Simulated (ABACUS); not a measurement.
Here is an ABACUS 3.10.1 calculation.

The input INPUT:

```
INPUT_PARAMETERS
suffix              Sn
calculation         scf
basis_type          lcao
pseudo_dir          ./
orbital_dir         ./
symmetry            1
dft_functional      pbe
ecutwfc             100
pseudo_rcut         10
nspin               1
nbands              24
ks_solver           genelpa
smearing_method     fd
smearing_sigma      0.00367493
scf_thr             1e-07
scf_nmax            100
mixing_type         broyden
mixing_beta         0.7
cal_force           1
cal_stress          1
out_mul             1
out_chg             1
```

The input STRU:

```
ATOMIC_SPECIES
Sn 118.7100 50_Sn_14_2.5_3.0_pbe_n_v1.0.upf

NUMERICAL_ORBITAL
Sn_confined-atom_8au_2s2p2d.orb

LATTICE_CONSTANT
1.8897261246

LATTICE_VECTORS
-2.9401404553 2.9401404553 1.5993019889
2.9401404553 -2.9401404553 1.5993019889
2.9401404553 2.9401404553 -1.5993019889

ATOMIC_POSITIONS
Direct

Sn
0.0
2
0.0000000000 0.0000000000 0.0000000000 1 1 1
0.7500000000 0.2500000000 0.5000000000 1 1 1
```

KPT

```
K_POINTS
0
Gamma
8 8 8 0 0 0
```

Potentials or basis: SPMS ONCV 1.0 PBE, DZP LCAO (the cutoffs set its grid).

The run is started by

```bash
$ OMP_NUM_THREADS=1 mpirun -np 4 abacus > log
```

Q: Predict the band gap on the k mesh.

A: None (metal or under the smearing width).

Q: Predict the pressure.

A: 2.6 GPa.

Stress tensor (GPa, compression positive):
```
2.25 0.00 0.00
0.00 2.25 0.00
0.00 0.00 3.38
```

Caveat: the atomic orbitals were generated for these runs and aren't a published set; the basis of atomic orbitals isn't converged, which shifts pressures, moduli and gaps.
